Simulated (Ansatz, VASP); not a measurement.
**Two plane-wave programs on AlNi3**

```
CELL_PARAMETERS angstrom
0.00000 2.79813 2.79813
2.79813 0.00000 2.79813
2.79813 2.79813 0.00000
ATOMIC_POSITIONS crystal
Al 0.50000 0.50000 0.50000
Ni 0.25000 0.25000 0.25000
Ni 0.00000 0.00000 0.00000
Ni 0.75000 0.75000 0.75000
```

Alike in both runs: functional PBEsol; k mesh 2 × 2 × 2; occupations gaussian, width 0.1 eV; no spin polarisation.

Ansatz relaxed the structure, and its values are those at the end. VASP's run is a single point on that final structure, the one shown.

|  | VASP | Ansatz |
| --- | --- | --- |
| version | VASP 6.6.1 | Ansatz 0.2.0 |
| potentials or method | VASP PAW PBE potentials, release 64 (Al, Ni) | scalar-relativistic, plane waves, PAW |
| plane-wave cutoff (eV) | 520 | 420 |
| valence electrons in the cell | 33 | 57 |

|  | VASP | Ansatz | Ansatz less VASP |
| --- | --- | --- | --- |
| gap on the k mesh at the Fermi level (eV) | none | none | - |
| pressure (GPa) | 0.0 | 0.0 | +0.03 |

A gap of «none» marks a metal or a gap that the smearing closes. The functional is the same, so the differences come from potentials, cutoffs and numerics. The two sets of potentials don't hold the same shells in valence.

Caveats: the k mesh is coarse (spacing up to 0.97 Å⁻¹), so the values aren't converged; the PAW data sets were made with another functional, which shifts forces and pressure a little (VASP). Spin polarisation is off, so any magnetic state and its effect on volume and gap are missing.
